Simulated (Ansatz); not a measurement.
# GaN: a single-point run

Wanted: a converged single-point run for GaN, and a check of what comes out. The structure is shown as the input types it.

Program: Ansatz 0.2.0. Level of theory: density functional or hybrid calculation with the settings of its input, plane waves (as first typed). These are calculated values, not measurements.

1 further run of the same task is left out (it didn't finish).

## 1. Starting point

The structure is cubic, space group F-43m (No. 216). Conventional cell: a = 4.498 Å, b = 4.498 Å, c = 4.498 Å, α = 90.00°, β = 90.00°, γ = 90.00°. Around Ga (site symmetry -43m) lie 4 N at 1.95 Å. N (site symmetry -43m) has 4 Ga at 1.95 Å as nearest neighbours.

As a file:

```cif
data_structure
_symmetry_space_group_name_H-M 'F-43m'
_symmetry_Int_Tables_number 216
_cell_length_a 4.4979
_cell_length_b 4.4979
_cell_length_c 4.4979
_cell_angle_alpha 90.000
_cell_angle_beta 90.000
_cell_angle_gamma 90.000
_cell_volume 91.00
loop_
_atom_site_label
_atom_site_type_symbol
_atom_site_symmetry_multiplicity
_atom_site_Wyckoff_symbol
_atom_site_fract_x
_atom_site_fract_y
_atom_site_fract_z
_atom_site_occupancy
Ga1 Ga 4 a 0.00000 0.00000 0.00000 1
N1 N 4 d 0.25000 0.25000 0.75000 1
```

## 2. The run

input.yaml reads:

```yaml
crystal:
  lattice:
    - [0.0, 2.2489525415, 2.2489525415]
    - [2.2489525415, 0.0, 2.2489525415]
    - [2.2489525415, 2.2489525415, 0.0]
  atoms:
    - { symbol: Ga, position: [0.0, 0.0, 0.0] }
    - { symbol: "N", position: [0.25, 0.25, 0.25] }
kpoints:
  mp_grid: { grid: [6, 6, 6] }
hamiltonian:
  xc: pbesol
  dispersion: d2
scf:
  occupations: { method: fixed }
  n_extra_bands: 4
output:
  forces: true
  stress: true
  eigenvalues: true
```

Command:

```console
ansatz run input.yaml --threads 4 --pin off --max-ram 3686MiB --backend cpu --events-out ev --progress --plain --runs-dir out
```

What happens when this is run?

Nothing was computed: the input was turned down at the start. Its message: «line 13 column 15: hamiltonian.dispersion: `d2` is not `none`, `rvv10`, `d3bj`, `d3bjatm`, `d4` or a map `{method: …, s8: …, a1: …, a2_bohr: …}` (numbers without units, a2 in bohr) or `{method: …, functional: …}`»

The suspect setting: hamiltonian.dispersion is d2. No dispersion parameters exist for this functional, or it already holds a non-local term.

Fix: delete hamiltonian.dispersion.
